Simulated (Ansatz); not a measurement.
**SiC films: biaxial stress and wafer bow**

Plane-wave DFT in Ansatz, PBE, scalar-relativistic PAW potentials, cutoff 420 eV, no spin-orbit coupling; no spin polarisation. SiC in space group P6_3mc, strained equally along a and b of the conventional cell, with c and the atoms relaxed within the symmetry (a film with c along the normal). Stress is the in-plane mean, tension positive.

| strain (%) | stress (GPa) | E − E(0) (meV/atom) |
| --- | --- | --- |
| -6.0 | ? | 157.2 |
| -4.0 | -27.51 | 67.0 |
| -2.0 | -12.70 | 16.0 |
| +0.0 | 0.00 | 0.0 |
| +2.0 | 10.74 | 14.6 |
| +4.0 | 19.66 | 55.9 |
| +6.0 | 26.94 | 119.9 |

Question: Fit the stress, get the biaxial modulus and predict the missing row.

Answer: A parabola through the given rows is σ = -0.06 + 5.901 ε -0.2356 ε² GPa (ε in %), so M = dσ/dε = 590 GPa at zero. It predicts -43.95 GPa at -6.0 %; the run gave -44.60 GPa. The miss is 0.65 GPa, so the fit holds even one step beyond its range. The negative square term means that the film is stiffer in compression than in tension. The energies check it: E/V = Mε² at small strain, and a cubic fit with V = 10.50 Å³/atom gives M = 587 GPa, in agreement.

Question: How much does a 100 nm film at -0.3 % strain bow a 300 mm Si(001) wafer 775 μm thick?

Answer: The fit, without its small constant, gives σ = -1.79 GPa. Stoney's formula, κ = 6σt_f/(M_s t_s²) with M_s = 180.5 GPa for Si(001) (literature), gives |κ| = 9.91×10⁻³ m⁻¹ and a bow κr²/2 = 111.4 μm at r = 150 mm, with the film side convex (compression pushes the centre up). This assumes a single-crystal or fully textured, unrelaxed film at 0 K.

Cost: about 3.8 core-minutes for the runs cited, on Arm Neoverse V1 (shared hosts).

The stress curve flattens steadily from compression to tension, and at each strain magnitude compression costs more energy than stretching. This is the anharmonicity of the Si–C bond: shortening it runs into steeply rising Pauli repulsion, while lengthening it weakens orbital overlap and with it the restoring force. The large modulus of 590 GPa reflects a dense network of short, strong, polar covalent sp³ bonds, which resist both stretching and bending. Because hexagonal symmetry makes linear elasticity isotropic in the basal plane, the small-strain modulus needs no particular in-plane alignment of the film.

At -0.3 % the curvature of the stress law hardly matters, so the bow is set almost entirely by the linear modulus and the assumed strain. That strain is an input, not a prediction of growth on silicon; SiC contracts more than Si on cooling, so thermal mismatch alone would favour tension and the opposite bow. The still-rising stress at +6.0 % doesn't establish a fracture strength, since defects and symmetry-breaking instabilities could intervene earlier.
